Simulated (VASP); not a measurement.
All values below come from revPBE GGA, VASP's PBE PAW potentials (set 64) (plane waves; VASP 6.6.1).

VASP input:

POSCAR:
```
CsBr
4.5813180
  1.0000000703   0.0000000000   0.0000000000
  0.0000000000   1.0000000703   0.0000000000
  0.0000000000   0.0000000000   1.0000000703
Cs Br
1 1
Cart
  0.0000000000   0.0000000000   0.0000000000
  0.5000000351   0.5000000351   0.5000000351
```

**INCAR**
```
ALGO=Normal
EDIFF=1E-7
ENCUT=520
GGA=RE
ISIF=2
ISMEAR=0
LASPH=T
LCHARG=F
LMAXMIX=4
LREAL=F
LWAVE=F
NELM=100
PREC=Accurate
SIGMA=0.05
SYSTEM=CsBr
```

KPOINTS:
```
Automatic mesh
0
Gamma
6 6 6
0 0 0
```

POTCAR, in this order: Cs_sv Br (PBE.64 set). Program: vasp_std.

The resulting files:

**OSZICAR**
```
       N       E                     dE             d eps       ncg     rms          rms(c)
DAV:   1     0.101312661932E+03    0.10131E+03   -0.64419E+03   480   0.110E+03
DAV:   2     0.177545766439E+01   -0.99537E+02   -0.95265E+02   764   0.178E+02
DAV:   3    -0.589546834683E+01   -0.76709E+01   -0.76500E+01   592   0.580E+01
DAV:   4    -0.598022603968E+01   -0.84758E-01   -0.84727E-01   560   0.727E+00
DAV:   5    -0.598098707700E+01   -0.76104E-03   -0.76094E-03   592   0.677E-01    0.198E+00
DAV:   6    -0.569454851696E+01    0.28644E+00   -0.43347E-01   544   0.313E+00    0.124E+00
DAV:   7    -0.565171272809E+01    0.42836E-01   -0.23973E-01   584   0.245E+00    0.688E-01
DAV:   8    -0.566256034058E+01   -0.10848E-01   -0.25224E-02   540   0.117E+00    0.136E-01
DAV:   9    -0.566404318740E+01   -0.14828E-02   -0.42021E-03   572   0.416E-01    0.998E-02
DAV:  10    -0.566435226479E+01   -0.30908E-03   -0.47160E-04   520   0.196E-01    0.134E-02
DAV:  11    -0.566436578417E+01   -0.13519E-04   -0.47646E-05   596   0.433E-02    0.711E-03
DAV:  12    -0.566437096283E+01   -0.51787E-05   -0.20784E-05   524   0.342E-02    0.203E-03
DAV:  13    -0.566437099774E+01   -0.34906E-07   -0.34493E-07   612   0.481E-03
   1 F= -.56643710E+01 E0= -.56643710E+01  d E =-.155379E-13
```

File OUTCAR:
```
------------------------ aborting loop because EDIFF is reached ----------------------------------------
  FORCE on cell =-STRESS in cart. coord.  units (eV):
  Direction    XX          YY          ZZ          XY          YZ          ZX
  --------------------------------------------------------------------------------------
  Total       -0.1301187     -0.1301187     -0.1301187      0.0000000     -0.0000000      0.0000000
  in kB       -2.1680978     -2.1680978     -2.1680978      0.0000000     -0.0000000      0.0000000
  external PRESSURE =      -2.1680978 kB  Pullay stress =       0.0000000 kB
  volume of cell :       96.15
      direct lattice vectors                 reciprocal lattice vectors
     4.581318322  0.000000000  0.000000000     0.218277782  0.000000000  0.000000000
     0.000000000  4.581318322  0.000000000     0.000000000  0.218277782  0.000000000
     0.000000000  0.000000000  4.581318322     0.000000000  0.000000000  0.218277782
 POSITION                                       TOTAL-FORCE (eV/Angst)
 -----------------------------------------------------------------------------------
      0.00000      0.00000      0.00000         0.000000      0.000000      0.000000
      2.29066      2.29066      2.29066         0.000000      0.000000      0.000000
 -----------------------------------------------------------------------------------
    total drift:                                0.000000      0.000000      0.000000
  FREE ENERGIE OF THE ION-ELECTRON SYSTEM (eV)
  ---------------------------------------------------
  free  energy   TOTEN  =        -5.6643709977 eV

  energy  without entropy=       -5.6643709977  energy(sigma->0) =       -5.66437100
```
(Selected blocks of OUTCAR.)

The compound is CsBr in the CsCl type structure. This cell is one point of a volume scan, at 1.03 of the reference volume.
